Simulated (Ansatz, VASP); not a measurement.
# GaSi63H (Ga-H pair in Si): VASP beside Ansatz

One calculation is typed for both programs; each brings its own data sets. How far apart do they land? Of the first pair: The structure shown is the start of the Ansatz relaxation below; VASP solves that cell, so the two are compared at the walk's first step.

Main program and level: Ansatz 0.2.0; plane waves, with VASP 6.6.1 beside it; PBE.

## 1. Starting point

The cell holds 65 atoms: 63 Si, 1 Ga and 1 H. Cell: a = 10.940 Å, b = 10.940 Å, c = 10.940 Å, α = 90.0°, β = 90.0°, γ = 90.0°. It derives from Si (Si (Fd-3m)). Nearest the centre at fractional (0.346, 0.346, 0.346): H65 at 0.54 Å, Ga64 at 0.99 Å, Si4 at 2.07 Å, Si41 at 2.59 Å, Si48 at 2.59 Å, Si26 at 2.59 Å, Si6 at 3.41 Å, Si7 at 3.43 Å.

## 2. Ansatz: relaxation, PBE

Ansatz runs on its default PAW (the set named soft_2) files.

The two programs are compared at the cell with which this relaxation starts, whose forces are those of its first step.

input.yaml reads:

```yaml
relax:
  f_tol: 0.01
  max_steps: 80
  random_displacement: { amplitude: 0.02, seed: 641 }
crystal:
  lattice:
    - [10.93956649, 0.0, 0.0]
    - [0.0, 10.93956649, 0.0]
    - [0.0, 0.0, 10.93956649]
  atoms:
    - { symbol: Si, position: [0.0, 0.0, 0.25] }
    - { symbol: Si, position: [0.0, 0.25, 0.0] }
    - { symbol: Si, position: [0.25, 0.0, 0.0] }
    - { symbol: Si, position: [0.236809349, 0.236809349, 0.236809349] }
    - { symbol: Si, position: [0.125, 0.125, 0.375] }
    - { symbol: Si, position: [0.125, 0.375, 0.125] }
    - { symbol: Si, position: [0.375, 0.125, 0.125] }
    - { symbol: Ga, position: [0.398748656, 0.398748656, 0.398748656] }
    - { symbol: Si, position: [0.0, 0.0, 0.75] }
    - { symbol: Si, position: [0.0, 0.25, 0.5] }
    - { symbol: Si, position: [0.25, 0.0, 0.5] }
    - { symbol: Si, position: [0.25, 0.25, 0.75] }
    - { symbol: Si, position: [0.125, 0.125, 0.875] }
    - { symbol: Si, position: [0.125, 0.375, 0.625] }
    - { symbol: Si, position: [0.375, 0.125, 0.625] }
    - { symbol: Si, position: [0.375, 0.375, 0.875] }
    - { symbol: Si, position: [0.0, 0.5, 0.25] }
    - { symbol: Si, position: [0.0, 0.75, 0.0] }
    - { symbol: Si, position: [0.25, 0.5, 0.0] }
    - { symbol: Si, position: [0.25, 0.75, 0.25] }
    - { symbol: Si, position: [0.125, 0.625, 0.375] }
    - { symbol: Si, position: [0.125, 0.875, 0.125] }
    - { symbol: Si, position: [0.375, 0.625, 0.125] }
    - { symbol: Si, position: [0.375, 0.875, 0.375] }
    - { symbol: Si, position: [0.0, 0.5, 0.75] }
    - { symbol: Si, position: [0.0, 0.75, 0.5] }
    - { symbol: Si, position: [0.25, 0.5, 0.5] }
    - { symbol: Si, position: [0.25, 0.75, 0.75] }
    - { symbol: Si, position: [0.125, 0.625, 0.875] }
    - { symbol: Si, position: [0.125, 0.875, 0.625] }
    - { symbol: Si, position: [0.375, 0.625, 0.625] }
    - { symbol: Si, position: [0.375, 0.875, 0.875] }
    - { symbol: Si, position: [0.5, 0.0, 0.25] }
    - { symbol: Si, position: [0.5, 0.25, 0.0] }
    - { symbol: Si, position: [0.75, 0.0, 0.0] }
    - { symbol: Si, position: [0.75, 0.25, 0.25] }
    - { symbol: Si, position: [0.625, 0.125, 0.375] }
    - { symbol: Si, position: [0.625, 0.375, 0.125] }
    - { symbol: Si, position: [0.875, 0.125, 0.125] }
    - { symbol: Si, position: [0.875, 0.375, 0.375] }
    - { symbol: Si, position: [0.5, 0.0, 0.75] }
    - { symbol: Si, position: [0.5, 0.25, 0.5] }
    - { symbol: Si, position: [0.75, 0.0, 0.5] }
    - { symbol: Si, position: [0.75, 0.25, 0.75] }
    - { symbol: Si, position: [0.625, 0.125, 0.875] }
    - { symbol: Si, position: [0.625, 0.375, 0.625] }
    - { symbol: Si, position: [0.875, 0.125, 0.625] }
    - { symbol: Si, position: [0.875, 0.375, 0.875] }
    - { symbol: Si, position: [0.5, 0.5, 0.25] }
    - { symbol: Si, position: [0.5, 0.75, 0.0] }
    - { symbol: Si, position: [0.75, 0.5, 0.0] }
    - { symbol: Si, position: [0.75, 0.75, 0.25] }
    - { symbol: Si, position: [0.625, 0.625, 0.375] }
    - { symbol: Si, position: [0.625, 0.875, 0.125] }
    - { symbol: Si, position: [0.875, 0.625, 0.125] }
    - { symbol: Si, position: [0.875, 0.875, 0.375] }
    - { symbol: Si, position: [0.5, 0.5, 0.75] }
    - { symbol: Si, position: [0.5, 0.75, 0.5] }
    - { symbol: Si, position: [0.75, 0.5, 0.5] }
    - { symbol: Si, position: [0.75, 0.75, 0.75] }
    - { symbol: Si, position: [0.625, 0.625, 0.875] }
    - { symbol: Si, position: [0.625, 0.875, 0.625] }
    - { symbol: Si, position: [0.875, 0.625, 0.625] }
    - { symbol: Si, position: [0.875, 0.875, 0.875] }
    - { symbol: H, position: [0.316442, 0.316442, 0.316442] }
basis:
  ecutwfc: 420
  xc_grid: 2
hamiltonian:
  xc: pbe
kpoints:
  mp_grid: { grid: [1, 1, 1], shift: [0.25, 0.25, 0.25] }
scf:
  occupations: { method: fermi_dirac, width: 0.01 }
  max_iter: 120
output:
  forces: true
checkpoint:
  write: "../relax.run"
  compress: false
  write_wavefunctions: true
  write_every: 100000
```

Started as:

```bash
> ansatz run input.yaml --threads 4 --pin off --max-ram 7536MiB --backend cpu --events-out ev --progress --plain --runs-dir out
```

Numbers of over 12 decimals in the logs are rounded to 6 here.

The log of the run:

```text
Engine: ansatz 0.2.0, aarch64-unknown-linux-gnu
Pseudopotentials: kind: paw
Pseudopotential: Si, paw, valence charge 4, recommended cutoff 420 eV (normal), Si.paw.azcp
Pseudopotential: Ga, paw, valence charge 13, recommended cutoff 420 eV (normal), Ga.paw.azcp
Pseudopotential: H, paw, valence charge 1, recommended cutoff 420 eV (normal), H.paw.azcp
Functional definition: PBE
  parameter kappa = 0.804
  parameter beta = 0.066725
  exchange = pbe_x(kappa = kappa, mu = beta*pi^2/3)
  correlation = pbe_c(beta = beta)
Crystal: 65 atoms, lattice volume = 1309.183 Å³
Basis set: ecut = 420 eV, 25677 PW (Γ), exchange–correlation on 150×150×150 points (8 copies of the dense FFT grid, shifted against one another)
Bands: 198, of which v1, the nominal top of the filled ones, is band 133 counted from 1 (132 counted from 0)
Symmetry: 1 space group operations
k-points: 1
Non-local potential: Si, projectors of the file, l = 0: 2, l = 1: 2, l = 2: 2
Non-local potential: Ga, projectors of the file, l = 0: 2, l = 1: 2, l = 2: 3, l = 3: 1
Non-local potential: H, projectors of the file, l = 0: 2, l = 1: 1
PAW form: soft (Blöchl's): semilocal exchange-correlation on the pseudo side does not see the compensation charge
PAW one-centre angular grid: Si, 110 points (default); XC on 64 Gauss nodes
PAW one-centre angular grid: Ga, 590 points (default); XC on 64 Gauss nodes
PAW one-centre angular grid: H, 110 points (default); XC on 64 Gauss nodes
Initial density: superposition of atomic densities (neutral atoms: chi_scale 0, normalization atom), corrected by the library's trained network
Initial wavefunctions: pseudopotential atomic-orbital guess
Functional: x = pbe(κ = 0.804, μ = 0.219515), c = pbe(β = 0.066725)
SCF iter   1: F=—  HF=-43853.033628 eV  |F-HF|=—  |Δ(HF+E_count)|=         —  Δρ=2.78e-3  dr2=1.03e-1  ethr=1.77e-3  ⟨swp⟩=6.0  Hψ=903  notcnv=0  defer=41
preconditioner: auto → Resta (q_TF=auto, 2.092 Å⁻¹)  ε∞=5.2  [insulator: Δε(μ)=1.107 eV  Ē_g=8.181 eV  σ=0.010 eV  W_gap=1.00  n_scr=202 (ndim 8)  ℏωp=16.7 eV  f_vac=0.000  D(μ)=0.00/eV (n_scr^D=0)  ε∞_Penn≈5.2]
SCF iter   2: F=—  HF=-43853.031353 eV  |F-HF|=—  |Δ(HF+E_count)|=   2.28e-3  Δρ=1.58e-3  dr2=2.74e-2  ethr=3.88e-5  ⟨swp⟩=2.0  Hψ=360  notcnv=0  defer=58
SCF iter   3: F=—  HF=-43853.031458 eV  |F-HF|=—  |Δ(HF+E_count)|=   1.06e-4  Δρ=2.62e-4  dr2=1.76e-3  ethr=1.03e-5  ⟨swp⟩=2.0  Hψ=147  notcnv=0  defer=58
SCF iter   4: F=—  HF=-43853.030812 eV  |F-HF|=—  |Δ(HF+E_count)|=   6.46e-4  Δρ=6.99e-5  dr2=8.31e-5  ethr=6.60e-7  ⟨swp⟩=2.0  Hψ=273  notcnv=0  defer=58
SCF iter   5: F=—  HF=-43853.030873 eV  |F-HF|=—  |Δ(HF+E_count)|=   6.15e-5  Δρ=3.96e-5  dr2=1.99e-5  ethr=3.12e-8  ⟨swp⟩=2.0  Hψ=273  notcnv=0  defer=58
SCF iter   6: F=—  HF=-43853.030867 eV  |F-HF|=—  |Δ(HF+E_count)|=   6.48e-6  Δρ=1.42e-5  dr2=2.32e-6  ethr=9.40e-10  ⟨swp⟩=3.0  Hψ=741  notcnv=0
SCF iter   7: F=-43853.030867 eV  HF=-43853.030866 eV  |F-HF|=2.46e-7  |Δ(HF+E_count)|=   4.54e-7  Δρ=4.08e-6  dr2=1.81e-7  ethr=8.73e-10  ⟨swp⟩=4.0  Hψ=589  notcnv=0
SCF 1 converged in 7 iterations: F = -43853.030867 eV  dr2 = 1.81e-7
  greatest PAW one-centre occupation: 0.994 electrons in one spin orbital (limit 2), on the Ga atom at site 7 (counted from 0), in its partial waves of l = 2
relax step   1: F+E_penalty+E_count = -43853.03086661 eV  Δ(F+E_penalty+E_count) = +0.000e0 eV  max|allowed force component| = 1.302e0 eV/Å  Δτ_max = 0.0000 Å  (7 SCF iters, dr2 threshold 2.50e-6 eV, accepted)
Initial density: handed on by an earlier stage of this run
Initial wavefunctions: those handed on with the density
iter 1 solved again at ethr=6.51e-5 eV; its pass at ethr=3.10e-3 eV (dr2=1.73e-1 eV) is discarded
SCF iter   1: F=—  HF=-43853.694045 eV  |F-HF|=—  |Δ(HF+E_count)|=         —  Δρ=3.84e-3  dr2=1.76e-1  ethr=6.51e-5  ⟨swp⟩=2.0  Hψ=945  notcnv=0  defer=58
preconditioner: auto → Resta (q_TF=auto, 2.092 Å⁻¹)  ε∞=5.2  [insulator: Δε(μ)=1.067 eV  Ē_g=8.167 eV  σ=0.010 eV  W_gap=1.00  n_scr=202 (ndim 8)  ℏωp=16.7 eV  f_vac=0.000  D(μ)=0.00/eV (n_scr^D=0)  ε∞_Penn≈5.2]
SCF iter   2: F=—  HF=-43853.669920 eV  |F-HF|=—  |Δ(HF+E_count)|=   2.41e-2  Δρ=2.01e-3  dr2=3.85e-2  ethr=6.51e-5  ⟨swp⟩=2.0  Hψ=212  notcnv=0  defer=58
SCF iter   3: F=—  HF=-43853.665817 eV  |F-HF|=—  |Δ(HF+E_count)|=   4.10e-3  Δρ=3.23e-4  dr2=1.19e-3  ethr=1.45e-5  ⟨swp⟩=3.0  Hψ=281  notcnv=0  defer=58
SCF iter   4: F=—  HF=-43853.665999 eV  |F-HF|=—  |Δ(HF+E_count)|=   1.82e-4  Δρ=6.88e-5  dr2=1.52e-4  ethr=4.48e-7  ⟨swp⟩=2.0  Hψ=273  notcnv=0  defer=58
SCF iter   5: F=-43853.665984 eV  HF=-43853.666017 eV  |F-HF|=3.24e-5  |Δ(HF+E_count)|=   1.82e-5  Δρ=4.34e-5  dr2=2.39e-5  ethr=3.76e-8  ⟨swp⟩=2.0  Hψ=666  notcnv=0
SCF 2 converged in 5 iterations: F = -43853.665984 eV  dr2 = 2.39e-5
[...]
atom  41  Si     0.00121377     0.00187547    -0.00127355
  atom  42  Si    -0.00283352    -0.00279883    -0.00139826
  atom  43  Si    -0.00055653     0.00135068     0.00108481
  atom  44  Si     0.00115803    -0.00040153    -0.00045758
  atom  45  Si    -0.00125281     0.00076924     0.00041976
  atom  46  Si     0.00187472     0.00210192     0.00265896
  atom  47  Si     0.00093280     0.00002551    -0.00092228
  atom  48  Si     0.00014272     0.00121799     0.00076794
  atom  49  Si     0.00097934     0.00045882    -0.00252505
  atom  50  Si     0.00092830    -0.00242484     0.00201482
  atom  51  Si    -0.00135186     0.00229581     0.00181848
  atom  52  Si    -0.00048114    -0.00067022    -0.00027157
  atom  53  Si     0.00141233     0.00216129     0.00162104
  atom  54  Si    -0.00189911     0.00023400    -0.00107257
  atom  55  Si     0.00067709    -0.00035568    -0.00061669
  atom  56  Si    -0.00042661    -0.00007407     0.00263245
  atom  57  Si    -0.00231135    -0.00039224    -0.00055328
  atom  58  Si    -0.00007788     0.00017759    -0.00069803
  atom  59  Si     0.00066688    -0.00031090    -0.00117788
  atom  60  Si     0.00106633     0.00013055     0.00042414
  atom  61  Si    -0.00026320     0.00050638    -0.00286135
  atom  62  Si    -0.00079106    -0.00313312    -0.00028470
  atom  63  Si    -0.00197706    -0.00005313    -0.00050262
  atom  64  Si    -0.00135356    -0.00023818    -0.00030011
  atom  65  H     -0.00441781     0.00000923    -0.00333229
  max |Σ_I F_I| component: 1.46e-5 eV/Å
--- Band table (eV) ---
  k-point 0: bands = [... 129 lower, 5.3732, 5.3783, 5.8208, 5.8238, 6.9063, 6.9854, 6.9925, 7.3493, ... 61 higher]
--- Relaxed structure (16 steps of the walk, 16 accepted, 0 SCFs on fresh bases) ---
  F+E_penalty+E_count = -43853.73918900 eV   max|allowed force component| = 7.866e-3 eV/Å
  atoms:
    - { symbol: Si, position: [-0.0031584, -0.00388029, 0.248637] }
    - { symbol: Si, position: [-0.00275504, 0.248764, -0.00338294] }
    - { symbol: Si, position: [0.250504, 0.000999362, 0.00107992] }
    - { symbol: Si, position: [0.232311, 0.233906, 0.234046] }
    - { symbol: Si, position: [0.119387, 0.118556, 0.374949] }
    - { symbol: Si, position: [0.119825, 0.375334, 0.119122] }
    - { symbol: Si, position: [0.379518, 0.124202, 0.124338] }
    - { symbol: Ga, position: [0.401636, 0.397188, 0.396944] }
    - { symbol: Si, position: [0.000675872, -0.000209118, 0.749812] }
    - { symbol: Si, position: [0.000937843, 0.250424, 0.499751] }
    - { symbol: Si, position: [0.250472, -0.00076418, 0.499717] }
    - { symbol: Si, position: [0.250749, 0.249988, 0.749594] }
    - { symbol: Si, position: [0.125882, 0.125115, 0.874672] }
    - { symbol: Si, position: [0.126110, 0.375929, 0.625400] }
    - { symbol: Si, position: [0.375602, 0.123450, 0.626179] }
    - { symbol: Si, position: [0.375780, 0.375235, 0.874508] }
    - { symbol: Si, position: [0.0008883, 0.499841, 0.250695] }
    - { symbol: Si, position: [0.00061563, 0.749640, -0.000269591] }
    - { symbol: Si, position: [0.250552, 0.499801, -0.000797333] }
    - { symbol: Si, position: [0.250745, 0.749570, 0.250010] }
    - { symbol: Si, position: [0.126061, 0.625534, 0.376070] }
    - { symbol: Si, position: [0.125802, 0.874478, 0.125063] }
    - { symbol: Si, position: [0.375611, 0.626388, 0.123251] }
    - { symbol: Si, position: [0.375755, 0.874474, 0.375280] }
    - { symbol: Si, position: [0.000260135, 0.499436, 0.749417] }
[...]
- { symbol: Si, position: [0.500926, 0.500187, 0.749930] }
    - { symbol: Si, position: [0.500835, 0.749794, 0.500204] }
    - { symbol: Si, position: [0.749980, 0.499486, 0.499567] }
    - { symbol: Si, position: [0.750576, 0.749592, 0.749612] }
    - { symbol: Si, position: [0.625890, 0.625224, 0.875152] }
    - { symbol: Si, position: [0.625818, 0.875059, 0.625218] }
    - { symbol: Si, position: [0.875412, 0.624528, 0.624584] }
    - { symbol: Si, position: [0.875609, 0.874837, 0.874870] }
    - { symbol: H, position: [0.277671, 0.325824, 0.330148] }
```

## 3. VASP: single point, PBE, start cell, pair 1

The same cell, functional, mesh and smearing now go to VASP, with its own data sets.

Lines of VASP's logs that name or quote its potential files are left out, and so is its time.

INCAR reads:

```
SYSTEM = GaSi63H
PREC = Accurate
ENCUT = 400
EDIFF = 1E-06
NELM = 120
ISMEAR = -1
SIGMA = 0.01
LREAL = Auto
ALGO = Normal
GGA = PE
NBANDS = 184
LORBIT = 11
LWAVE = .FALSE.
LCHARG = .FALSE.
ISIF = 2
ISYM = 0
LASPH = .TRUE.
GGA_COMPAT = .FALSE.
EFERMI = MIDGAP
NCORE = 2
```

POSCAR reads:

```
GaSi63H
1.0
   10.9395664856      0.0000000000      0.0000000000
    0.0000000000     10.9395664856      0.0000000000
    0.0000000000      0.0000000000     10.9395664856
Si Ga H
63 1 1
Direct
    0.9984186759      0.9994218235      0.2507124029
    0.9998828107      0.2503954799      0.0017810578
    0.2482308603      0.0004078772      0.0002146337
    0.2378467194      0.2360684953      0.2354988201
    0.1255745373      0.1239784046      0.3764030326
    0.1263164314      0.3754287709      0.1261939403
    0.3768184969      0.1248611635      0.1248725900
    0.0007541432      0.9999895791      0.7516654349
    0.9983475579      0.2505586491      0.4994526069
    0.2511792404      0.0004831087      0.4986891398
    0.2497208645      0.2492798964      0.7516571165
    0.1256470265      0.1235753722      0.8740544712
    0.1261061855      0.3743616354      0.6236918080
    0.3752127660      0.1236287564      0.6238096372
    0.3751051749      0.3733493466      0.8742211140
    0.0011300265      0.4986392292      0.2504623930
    0.0015068239      0.7503256195      0.9990171457
    0.2509763073      0.4998775781      0.0015408289
    0.2512841806      0.7507245384      0.2510808818
    0.1245563983      0.6251194697      0.3767695919
    0.1265280486      0.8748542287      0.1259930183
    0.3745418071      0.6243701712      0.1233460212
    0.3739291685      0.8735559140      0.3746679547
    0.0016232819      0.4991590852      0.7500097020
    0.9996791463      0.7504604511      0.5017399919
    0.2496384115      0.4989226042      0.4985678370
    0.2500439120      0.7517929537      0.7503545054
    0.1254273651      0.6232731442      0.8745782580
    0.1235360653      0.8739078475      0.6249197360
    0.3752242838      0.6268004321      0.6252249583
    0.3763583324      0.8750727931      0.8762214675
    0.4981861948      0.9997883828      0.2499120055
    0.4985185663      0.2505873522      0.0008961050
    0.7512527129      0.9998349112      0.9986786497
    0.7483959269      0.2491231260      0.2499840376
    0.6242665108      0.1266724785      0.3749161363
    0.6232846621      0.3745535991      0.1254481155
    0.8731775626      0.1249776215      0.1248567758
    0.8757881779      0.3766001153      0.3754009819
    0.5004796129      0.9998627002      0.7517588572
    0.4993712509      0.2504618445      0.4983466216
    0.7512787651      0.9994048210      0.5011631866
    0.7511658721      0.2513416783      0.7495720247
    0.6249594085      0.1264845368      0.8760662511
    0.6234215048      0.3756049205      0.6256962750
    0.8765747722      0.1252437198      0.6258961915
    0.8739150690      0.3761768810      0.8758833371
    0.4994826813      0.4986647329      0.2511365513
    0.5000941314      0.7509054413      0.0015854376
    0.7502687616      0.4983038411      0.9993730099
    0.7507435519      0.7499985498      0.2483297673
    0.6256900590      0.6247746663      0.3733220147
    0.6240581845      0.8735178869      0.1244914048
    0.8749523130      0.6267053643      0.1256571731
    0.8750197746      0.8768082367      0.3752686183
    0.5015437318      0.4996735480      0.7490764840
    0.4998281246      0.7514223722      0.5011356718
    0.7512481423      0.5006535686      0.5011651062
    0.7515386474      0.7490945835      0.7503940865
    0.6268181659      0.6251141678      0.8748459103
    0.6242020659      0.8759848037      0.6236824840
    0.8739190911      0.6258376883      0.6237866015
    0.8747368566      0.8758263879      0.8766094171
    0.3973971917      0.3994746049      0.3977541528
    0.3160822693      0.3178152447      0.3175940294
```

KPOINTS reads:

```
Points of the shifted mesh
1
Reciprocal
 0.2500000000  0.2500000000  0.2500000000 1
```

Potentials, in the order of the species: Si, Ga_d and H (PBE family, release 64).

Started as:

```bash
> mpirun -np 8 vasp_std
```

The log of the run:

```text
[banner, memory and clock lines left out]
running    8 mpi-ranks, on    1 nodes
[...]
LDA part: xc-table for (Slater+PW92), standard interpolation
 POSCAR, INCAR and KPOINTS ok, starting setup
[...]
entering main loop
       N       E                     dE             d eps       ncg     rms          rms(c)
DAV:   1     0.714056688375E+03    0.71406E+03   -0.86453E+04   376   0.100E+03
DAV:   2    -0.260669551908E+03   -0.97473E+03   -0.90155E+03   440   0.183E+02
DAV:   3    -0.348354685594E+03   -0.87685E+02   -0.85868E+02   464   0.570E+01
DAV:   4    -0.351841903349E+03   -0.34872E+01   -0.34621E+01   480   0.135E+01
[...]
DAV:  13    -0.346180255874E+03   -0.34250E-04   -0.11189E-04   488   0.213E-02    0.810E-03
DAV:  14    -0.346180258472E+03   -0.25985E-05   -0.96840E-06   448   0.718E-03    0.473E-03
DAV:  15    -0.346180258915E+03   -0.44320E-06   -0.48830E-06   432   0.408E-03
   1 F= -.34618026E+03 E0= -.34618026E+03  d E =0.000000E+00
```

Parts of OUTCAR (step 3):

```text
  Total        7.2321613      6.9757337      6.9494338     -7.1461438     -7.1047227     -8.4087246
  in kB        8.8507149      8.5368989      8.5047131     -8.7454468     -8.6947556    -10.2905924
  external PRESSURE =       8.6307756 kB  Pullay stress =       0.0000000 kB

 POSITION                                       TOTAL-FORCE (eV/Angst)
 -----------------------------------------------------------------------------------
     10.92227     10.93324      2.74269         0.180242      0.099523     -0.161222
     10.93828      2.73922      0.01948        -0.027098     -0.054369     -0.302846
      2.71554      0.00446      0.00235         0.352099     -0.127052     -0.032747
      2.60194      2.58249      2.57625        -0.166635     -0.182840      0.207618
      1.37373      1.35627      4.11769        -0.519926     -0.150877      0.020594
      1.38185      4.10703      1.38051        -0.450952      0.257039     -0.496544
      4.12223      1.36593      1.36605         0.042739     -0.451561     -0.472759
      0.00825     10.93945      8.22289        -0.140561     -0.121029     -0.201063
     10.92149      2.74100      5.46379         0.268533     -0.029250      0.008622
      2.74779      0.00528      5.45544        -0.156666     -0.304638      0.213688
      2.73184      2.72701      8.22280         0.049026     -0.099606     -0.439865
      1.37452      1.35186      9.56178        -0.177299      0.311839      0.323982
      1.37955      4.09535      6.82292        -0.049024      0.011384      0.193039
      4.10466      1.35245      6.82421         0.153178      0.228916      0.279963
[...]
-----------------------------------------------------------------------------------
    total drift:                                0.003609      0.001328      0.000935

  FREE ENERGIE OF THE ION-ELECTRON SYSTEM (eV)
  ---------------------------------------------------
  free  energy   TOTEN  =      -346.1802589155 eV

  energy  without entropy=     -346.1802589155  energy(sigma->0) =     -346.18025892

[... 2 further parts left out ...]
```

The run ends at a pressure of 0.86 GPa, with forces up to 1.9 eV/Å.

[end of part 1 of 2]

[Lines on the potential files, build, host, timing and source positions are cut from VASP's logs without a mark.]

[Logs are printed without paths, hosts, clocks, repeated set-up lines and the standing remarks that a program may print on its own settings, such as how far it seeks lower states.]

[Hosts, paths, dates, database ids (printed as entryN), source tags and the programs' standing remarks are cut or masked in the printed files.]
